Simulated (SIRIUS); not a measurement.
# Ca (Fm-3m) in SIRIUS: band structure with PBE

Aim: the band structure of Ca with PBE.

All numbers are computed with SIRIUS 7.12.0; they aren't measurements. Logs are shortened: lines on timing, memory, paths and dates and some standing lists are left out, and cuts for length are marked. The log counts tension as positive stress, the text compression.

**1. Starting point**

Symmetry: Fm-3m, No. 225, cubic system. The conventional cell has a = 5.588 Å, b = 5.588 Å, c = 5.588 Å, α = 90.00°, β = 90.00°, γ = 90.00°. Ca (site symmetry m-3m) is surrounded by 12 Ca at 3.95 Å.

**2. Band structure, PBE, spin-orbit coupling, no magnetisation**

sirius.json

```json
{
  "control": {
    "processing_unit": "cpu",
    "std_evp_solver_name": "lapack",
    "gen_evp_solver_name": "lapack",
    "verbosity": 2,
    "print_forces": true,
    "ortho_rf": true,
    "use_second_variation": true,
    "rmt_max": 3.0,
    "num_bands_to_print": 22,
    "save_wf": true
  },
  "parameters": {
    "electronic_structure_method": "full_potential_lapwlo",
    "xc_functionals": ["XC_GGA_X_PBE", "XC_GGA_C_PBE"],
    "core_relativity": "dirac",
    "valence_relativity": "iora",
    "num_fv_states": 22,
    "smearing": "fermi_dirac",
    "smearing_width": 0.0018374661,
    "pw_cutoff": 20,
    "gk_cutoff": 3.25,
    "lmax_apw": 10,
    "lmax_rho": 8,
    "lmax_pot": 8,
    "num_mag_dims": 3,
    "auto_rmt": 0,
    "ngridk": [8, 8, 8],
    "shiftk": [0, 0, 0],
    "num_dft_iter": 80,
    "energy_tol": 1e-07,
    "density_tol": 5e-05,
    "use_symmetry": true,
    "so_correction": true
  },
  "settings": {"tol_ne": 1e-10},
  "iterative_solver": {"type": "exact"},
  "mixer": {"type": "anderson", "beta": 0.4, "max_history": 8},
  "unit_cell": {
    "lattice_vectors": [[0.0, 5.2802727374, 5.2802727374], [5.2802727374, 0.0, 5.2802727374], [5.2802727374, 5.2802727374, 0.0]],
    "atom_types": ["Ca"],
    "atom_files": {"Ca": "Ca.json"},
    "atoms": {"Ca": [[0.0, 0.0, 0.0, 0.0, 0.0, 0.0]]}
  }
}
```

Ca.json

```json
{
  "name": "calcium",
  "symbol": "Ca",
  "number": 20,
  "mass": 40.078,
  "rmin": 1e-06,
  "rmt": 2.4,
  "nrmt": 800,
  "rinf": 19.35,
  "core": "1s2s2p",
  "valence": [
    {"basis": [{"enu": -0.09, "dme": 0, "n": 0, "auto": 0}, {"enu": -0.09, "dme": 1, "n": 0, "auto": 0}]},
    {"l": 0, "n": 1, "basis": [{"enu": 0.01, "dme": 0, "n": 0, "auto": 0}]},
    {"l": 1, "n": 2, "basis": [{"enu": 0.01, "dme": 0, "n": 0, "auto": 0}]},
    {"l": 2, "n": 3, "basis": [{"enu": 0.01, "dme": 0, "n": 0, "auto": 0}]},
    {"l": 3, "n": 4, "basis": [{"enu": 0.01, "dme": 0, "n": 0, "auto": 0}]}
  ],
  "lo": [
    {"l": 0, "basis": [{"enu": 0.01, "dme": 0, "n": 0, "auto": 0}, {"enu": 0.01, "dme": 1, "n": 0, "auto": 0}]},
    {
      "l": 0,
      "basis": [{"enu": -1.5675, "dme": 0, "n": 3, "auto": 1}, {"enu": -1.5675, "dme": 1, "n": 3, "auto": 1}]
    },
    {
      "l": 0,
      "basis": [{"enu": -1.5675, "dme": 1, "n": 3, "auto": 1}, {"enu": 0.01, "dme": 0, "n": 0, "auto": 0}]
    },
    {"l": 0, "basis": [{"enu": 0.01, "dme": 0, "n": 0, "auto": 0}, {"enu": 2.7878, "dme": 0, "n": 0, "auto": 0}]},
    {"l": 1, "basis": [{"enu": 0.01, "dme": 0, "n": 0, "auto": 0}, {"enu": 0.01, "dme": 1, "n": 0, "auto": 0}]},
    {
      "l": 1,
      "basis": [{"enu": -0.8768, "dme": 0, "n": 3, "auto": 1}, {"enu": -0.8768, "dme": 1, "n": 3, "auto": 1}]
    },
    {
      "l": 1,
      "basis": [{"enu": -0.8768, "dme": 1, "n": 3, "auto": 1}, {"enu": 0.01, "dme": 0, "n": 0, "auto": 0}]
    },
    {"l": 1, "basis": [{"enu": 0.01, "dme": 0, "n": 0, "auto": 0}, {"enu": 3.2044, "dme": 0, "n": 0, "auto": 0}]},
    {"l": 2, "basis": [{"enu": 0.01, "dme": 0, "n": 0, "auto": 0}, {"enu": 0.01, "dme": 1, "n": 0, "auto": 0}]},
    {"l": 2, "basis": [{"enu": 0.01, "dme": 1, "n": 0, "auto": 0}, {"enu": 0.01, "dme": 2, "n": 0, "auto": 0}]},
    {"l": 2, "basis": [{"enu": 0.01, "dme": 0, "n": 0, "auto": 0}, {"enu": 2.7183, "dme": 0, "n": 0, "auto": 0}]},
    {"l": 3, "basis": [{"enu": 0.01, "dme": 0, "n": 0, "auto": 0}, {"enu": 0.01, "dme": 1, "n": 0, "auto": 0}]}
  ],
  "free_atom": [... radial grid and density of the free atom, the start of the SCF ...]
}
```

sirius_start.json

```json
{
  "control": {
    "processing_unit": "cpu",
    "std_evp_solver_name": "lapack",
    "gen_evp_solver_name": "lapack",
    "verbosity": 1,
    "print_forces": false,
    "ortho_rf": true,
    "use_second_variation": true,
    "rmt_max": 3.0,
    "num_bands_to_print": 22,
    "save_wf": false
  },
  "parameters": {
    "electronic_structure_method": "full_potential_lapwlo",
    "xc_functionals": ["XC_LDA_X", "XC_LDA_C_PW"],
    "core_relativity": "dirac",
    "valence_relativity": "iora",
    "num_fv_states": 22,
    "smearing": "fermi_dirac",
    "smearing_width": 0.0055123983,
    "pw_cutoff": 20,
    "gk_cutoff": 2.6,
    "lmax_apw": 10,
    "lmax_rho": 8,
    "lmax_pot": 8,
    "num_mag_dims": 3,
    "auto_rmt": 0,
    "ngridk": [3, 3, 3],
    "shiftk": [0, 0, 0],
    "num_dft_iter": 30,
    "energy_tol": 0.01,
    "density_tol": 0.05,
    "use_symmetry": true,
    "so_correction": true
  },
  "settings": {"tol_ne": 1e-10},
  "iterative_solver": {"type": "exact"},
  "mixer": {"type": "anderson", "beta": 0.4, "max_history": 8},
  "unit_cell": {
    "lattice_vectors": [[0.0, 5.2802727374, 5.2802727374], [5.2802727374, 0.0, 5.2802727374], [5.2802727374, 5.2802727374, 0.0]],
    "atom_types": ["Ca"],
    "atom_files": {"Ca": "Ca.json"},
    "atoms": {"Ca": [[0.0, 0.0, 0.0, 0.0, 0.0, 0.0]]}
  }
}
```

sirius_bands.json

```json
{
  "control": {
    "processing_unit": "cpu",
    "std_evp_solver_name": "lapack",
    "gen_evp_solver_name": "lapack",
    "verbosity": 2,
    "print_forces": true,
    "ortho_rf": true,
    "use_second_variation": true,
    "rmt_max": 3.0,
    "num_bands_to_print": 22,
    "save_wf": true
  },
  "parameters": {
    "electronic_structure_method": "full_potential_lapwlo",
    "xc_functionals": ["XC_GGA_X_PBE", "XC_GGA_C_PBE"],
    "core_relativity": "dirac",
    "valence_relativity": "iora",
    "num_fv_states": 22,
    "smearing": "fermi_dirac",
    "smearing_width": 0.0018374661,
    "pw_cutoff": 20,
    "gk_cutoff": 3.25,
    "lmax_apw": 10,
    "lmax_rho": 8,
    "lmax_pot": 8,
    "num_mag_dims": 3,
    "auto_rmt": 0,
    "ngridk": [8, 8, 8],
    "shiftk": [0, 0, 0],
    "num_dft_iter": 80,
    "energy_tol": 1e-07,
    "density_tol": 5e-05,
    "use_symmetry": true,
    "so_correction": true
  },
  "settings": {"tol_ne": 1e-10},
  "iterative_solver": {"type": "exact"},
  "mixer": {"type": "anderson", "beta": 0.4, "max_history": 8},
  "unit_cell": {
    "lattice_vectors": [[0.0, 5.2802727374, 5.2802727374], [5.2802727374, 0.0, 5.2802727374], [5.2802727374, 5.2802727374, 0.0]],
    "atom_types": ["Ca"],
    "atom_files": {"Ca": "Ca.json"},
    "atoms": {"Ca": [[0.0, 0.0, 0.0, 0.0, 0.0, 0.0]]}
  },
  "kpoints_rel": {
    "G": [0.0, 0.0, 0.0],
    "K": [0.375, 0.375, 0.75],
    "L": [0.5, 0.5, 0.5],
    "U": [0.625, 0.25, 0.625],
    "W": [0.5, 0.25, 0.75],
    "X": [0.5, 0.0, 0.5]
  },
  "kpoints_path": ["G", "X", "W", "K", "G", "L", "U", "W", "L", "K"]
}
```

Potentials or basis: all-electron FP-LAPW, apw+lo standard.

Command:

```
OMP_NUM_THREADS=1 sirius.scf --input=sirius_start.json --output=start.json
OMP_NUM_THREADS=1 sirius.scf --input=sirius.json --output=output.json --task=1
OMP_NUM_THREADS=1 sirius.scf --input=sirius_bands.json --output=bands_out.json --task=2
```

Standard output:

```text
[info] SIRIUS version : 7.12.0
[info] number of MPI ranks           : 1
[info] MPI grid                      : 1 1
[info] maximum number of OMP threads : 1
[fft] FFT context for density and potential
[fft] =====================================
[fft]   plane wave cutoff                     : 20
[fft]   grid size                             : 50 50 50   total : 125000
[fft]   grid limits                           : -24 25   -24 25   -24 25
[fft]   number of G-vectors within the cutoff : 39693
[fft]   number of G-shells                    : 1055
[fft] FFT context for coarse grid
[fft] =====================================
[fft]   plane wave cutoff                     : 6.5
[fft]   grid size                             : 18 18 18   total : 5832
[fft]   grid limits                           : -8 9   -8 9   -8 9
[fft]   number of G-vectors within the cutoff : 1363
[fft]   number of G-shells                    : 56
[unit cell] lattice vectors
[unit cell]   a1 :       0.0000000000      5.2802727374      5.2802727374
[unit cell]   a2 :       5.2802727374      0.0000000000      5.2802727374
[unit cell]   a3 :       5.2802727374      5.2802727374      0.0000000000
[unit cell] reciprocal lattice vectors
[unit cell]   b1 :      -0.5949678757      0.5949678757      0.5949678757
[unit cell]   b2 :       0.5949678757     -0.5949678757      0.5949678757
[unit cell]   b3 :       0.5949678757      0.5949678757     -0.5949678757
[unit cell] unit cell volume :       294.44152725 [a.u.^3]
[unit cell] 1/sqrt(omega)    :         0.05827744
[unit cell] MT volume        :        57.90583579 (19.67%)
[unit cell] IT volume        :       236.53569146 (80.33%)
[unit cell] number of atom types : 1
[unit cell] type id : 0 symbol : Ca mt_radius :   2.400000 num_atoms : 1
[unit cell] total number of atoms : 1
[unit cell] number of symmetry classes : 1
[unit cell] atom id  type id  class id             position                      vector_field
[unit cell] ------------------------------------------------------------------------------------------
[unit cell]      0        0        0      0.00000   0.00000   0.00000      0.00000   0.00000   0.00000
[unit cell] atom id         position (Cartesian, a.u.)
[unit cell] ---------------------------------------------
[unit cell]      0       0.000000    0.000000    0.000000
[unit cell] class id : 0 atom id : 0
[unit cell] minimum bond length:     7.467433
[sym] space group number   : 225
[sym] international symbol : Fm-3m
[sym] Hall symbol          : -F 4 2 3
[... 262 lines left out ...]
[diagonalize] ik:   25   -1.449065   -1.449065   -0.756016   -0.756016   -0.754862   -0.754862   -0.741572   -0.741572    0.093275    0.093275    0.113138    0.113138    0.133319    0.133319    0.201568    0.201568    0.240632    0.240632    0.267828    0.267828    0.271578    0.271578
[diagonalize] ik:   26   -1.449087   -1.449087   -0.755941   -0.755941   -0.754794   -0.754794   -0.741490   -0.741490    0.083285    0.083285    0.125285    0.125285    0.127307    0.127307    0.198830    0.198830    0.233436    0.233436    0.254760    0.254760    0.306456    0.306456
[diagonalize] ik:   27   -1.449044   -1.449044   -0.756214   -0.756214   -0.754833   -0.754833   -0.741641   -0.741641    0.091770    0.091770    0.119769    0.119769    0.127746    0.127746    0.217271    0.217271    0.250157    0.250157    0.260246    0.260246    0.286177    0.286177
[diagonalize] ik:   28   -1.449045   -1.449045   -0.755915   -0.755913   -0.755126   -0.755125   -0.741697   -0.741693    0.105630    0.105630    0.122239    0.122239    0.122711    0.122712    0.188401    0.188401    0.250154    0.250154    0.282509    0.282509    0.283085    0.283085
[generate_core_charge_density] atom class : 0
[generate_core_charge_density]   n,l,k : 1 0 1  energy :        -144.85895800
[generate_core_charge_density]   n,l,k : 2 0 1  energy :         -14.94219693
[generate_core_charge_density]   n,l,k : 2 1 1  energy :         -12.10740056
[generate_core_charge_density]   n,l,k : 2 1 2  energy :         -11.97180834
[find] total moment          : [ -0.00000,  -0.00000,  -0.00000], magnitude : 0.000000
[find] Total energy                   :    -680.39827884 (Ha),   -1360.79655769 (Ry)
[find] iteration : 1, RMS (target) : 9.1347e-02 (5.0000e-05) , energy difference (target) : -4.5267e-05 (1.0000e-07)
[find] total moment          : [  0.00000,   0.00000,   0.00000], magnitude : 0.000000
[find] Total energy                   :    -680.39828513 (Ha),   -1360.79657027 (Ry)
[find] iteration : 2, RMS (target) : 4.4180e-03 (5.0000e-05) , energy difference (target) : -6.2888e-06 (1.0000e-07)
[find] total moment          : [  0.00000,   0.00000,   0.00000], magnitude : 0.000000
[find] Total energy                   :    -680.39828873 (Ha),   -1360.79657747 (Ry)
[find] iteration : 3, RMS (target) : 3.4965e-04 (5.0000e-05) , energy difference (target) : -3.6008e-06 (1.0000e-07)
[find] total moment          : [  0.00000,   0.00000,  -0.00000], magnitude : 0.000000
[find] Total energy                   :    -680.39828907 (Ha),   -1360.79657813 (Ry)
[find] iteration : 4, RMS (target) : 6.2975e-05 (5.0000e-05) , energy difference (target) : -3.3191e-07 (1.0000e-07)
[find] total moment          : [  0.00000,   0.00000,  -0.00000], magnitude : 0.000000
[... 14 lines left out ...]
[find] valence_eval_sum               :      -7.26151392
[find] core_eval_sum                  :    -391.59150470
[find] kinetic energy                 :     685.61470303
[find] enuc                           :    -811.03492394
[find] <rho|V^{XC}>                   :     -46.75069544
[find] <rho|E^{XC}>                   :     -36.11955431
[find] <mag|B^{XC}>                   :      -0.00000000
[find] <rho|V^{H}>                    :   -1037.71702656
[find] smearing (-TS)                 :      -0.00044204
[find] SCF correction                 :      -0.00000076
[find] Total energy                   :    -680.39828925 (Ha),   -1360.79657851 (Ry)
[find] Free energy (E-TS)             :    -680.39873129 (Ha),   -1360.79746258 (Ry)
[find] band gap (eV)                  :       0.00000000
[find] Efermi                         :       0.10024047
[find] iteration : 6, RMS (target) : 2.3300e-06 (5.0000e-05) , energy difference (target) : 2.8339e-09 (1.0000e-07)
[find] converged after 7 SCF iterations!
[find] Charges and magnetic moments
[find] --------------------------------------------------------------------------------
[find] atom      charge    core leakage                 moment                |moment|
[find] --------------------------------------------------------------------------------
[find]    0   18.085427    1.945376e-08  [ -0.00000,   0.00000,  -0.00000]    0.000000
[find] total core leakage    : 1.94537623e-08
[find] interstitial charge   : 1.914572
[find] interstitial moment   : [ -0.00000,  -0.00000,  -0.00000], magnitude : 0.000000
[find] total charge          : 19.999999
[find] total moment          : [ -0.00000,   0.00000,  -0.00000], magnitude : 0.000000
[find] Energy
[find] --------------------------------------------------------------------------------
[find] valence_eval_sum               :      -7.26151392
[find] core_eval_sum                  :    -391.59150470
[find] kinetic energy                 :     685.61470303
[find] enuc                           :    -811.03492394
[find] <rho|V^{XC}>                   :     -46.75069544
[find] <rho|E^{XC}>                   :     -36.11955431
[find] <mag|B^{XC}>                   :      -0.00000000
[find] <rho|V^{H}>                    :   -1037.71702656
[find] smearing (-TS)                 :      -0.00044204
[find] SCF correction                 :      -0.00000076
[find] Total energy                   :    -680.39828925 (Ha),   -1360.79657851 (Ry)
[find] Free energy (E-TS)             :    -680.39873129 (Ha),   -1360.79746258 (Ry)
[find] band gap (eV)                  :       0.00000000
[find] Efermi                         :       0.10024047
[ground_state]
[ground_state] ==== total Forces in Ha/bohr =====
[ground_state] atom:    0, force:       0.0000000      0.0000000      0.0000000
[ground_state] ==== contribution from density =====
[ground_state] atom:    0, force:       0.0000000      0.0000000      0.0000000
[ground_state] ==== contribution from Hartree potential =====
[ground_state] atom:    0, force:       0.0000000      0.0000000      0.0000000
[ground_state] ==== contribution from IBS =====
[ground_state] atom:    0, force:       0.0000000      0.0000000      0.0000000
```

It took 68 s on 1 thread of Arm Neoverse N1, shared host; peak memory 0.85 GiB.

Results:

```
Band gap along the path                           : none (metal or under the smearing width)
All electrons inside the program's atomic spheres : Ca 18.09 (radii Ca 2.4 bohr)
```

Levels at the corners of the path, in eV from the Fermi level:
| point | band 7 | band 8 | band 9 | band 10 | band 11 | band 12 | band 13 | band 14 |
| --- | --- | --- | --- | --- | --- | --- | --- | --- |
| Γ | -22.73 | -22.73 | -3.92 | -3.92 | 2.32 | 2.32 | 2.33 | 2.33 |
| X | -22.80 | -22.80 | -0.38 | -0.38 | 0.64 | 0.64 | 0.95 | 0.95 |
| W | -22.80 | -22.80 | 0.26 | 0.26 | 0.72 | 0.72 | 0.73 | 0.73 |
| K | -22.80 | -22.80 | 0.09 | 0.09 | 0.45 | 0.45 | 0.83 | 0.83 |
| Γ | -22.73 | -22.73 | -3.92 | -3.92 | 2.32 | 2.32 | 2.33 | 2.33 |
| L | -22.78 | -22.78 | -0.93 | -0.93 | -0.14 | -0.14 | 2.22 | 2.22 |
| U | -22.80 | -22.80 | 0.09 | 0.09 | 0.45 | 0.45 | 0.83 | 0.83 |
| W | -22.80 | -22.80 | 0.26 | 0.26 | 0.72 | 0.72 | 0.73 | 0.73 |
| L | -22.78 | -22.78 | -0.93 | -0.93 | -0.14 | -0.14 | 2.22 | 2.22 |
| K | -22.80 | -22.80 | 0.09 | 0.09 | 0.45 | 0.45 | 0.83 | 0.83 |

Caveat: spin-orbit coupling enters by second variation, whose total energy isn't converged in the number of states and isn't listed, and the forces lack its term.
